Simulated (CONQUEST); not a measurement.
# TiAl under changes of volume

One of the cells (16.065 Å³/atom); the others are scaled copies at fixed shape and fractional positions:

```
Ti Al
1.0
     3.17906    0.00000    0.00000
     0.00000    3.17906    0.00000
     0.00000    0.00000    3.17906
Ti Al
1 1
Direct
  0.00000 0.00000 0.00000
  0.50000 0.50000 0.50000
```

The cell comes from a database or a generator and needn't be the stable form of this composition.

| Item | Value |
| --- | --- |
| Program | CONQUEST 1.3 |
| Functional | PBE |
| Potentials or basis | PseudoDojo NC PBE, DZP, grid of 36 × 36 × 36 points |
| k mesh | 8 × 8 × 8 |
| Occupations | fermi-dirac, width 0.05 eV |
| Spin | no spin polarisation |

| volume (Å³/atom) | energy over the lowest point (meV/atom) | pressure (GPa) |
| --- | --- | --- |
| 15.101 | ? | ? |
| 15.422 | 24.49 | 7.9 |
| 15.743 | 11.36 | 5.3 |
| 16.065 | 3.45 | 3.0 |
| 16.386 | 0.00 | 0.7 |
| 16.707 | 0.91 | -1.3 |
| 17.028 | 5.66 | -3.2 |

Problem. What does the run at 15.101 Å³/atom give?

Solution. Energy over the lowest point 42.87 meV/atom; pressure 10.7 GPa.

Worked out: A Birch-Murnaghan fit of order 3 (a polynomial in V^(-2/3)) to the other rows has its minimum at 16.48 Å³/atom with B0 = V·E''(V) = 106 GPa and B' = 3.6. It gives 43.11 meV/atom at 15.101 Å³/atom, against the run's 42.87, and -dE/dV = 10.8 GPa, against 10.7.

Energies are extrapolated to zero smearing.

Caveats: the basis of atomic orbitals isn't converged, which shifts pressures, moduli and gaps.
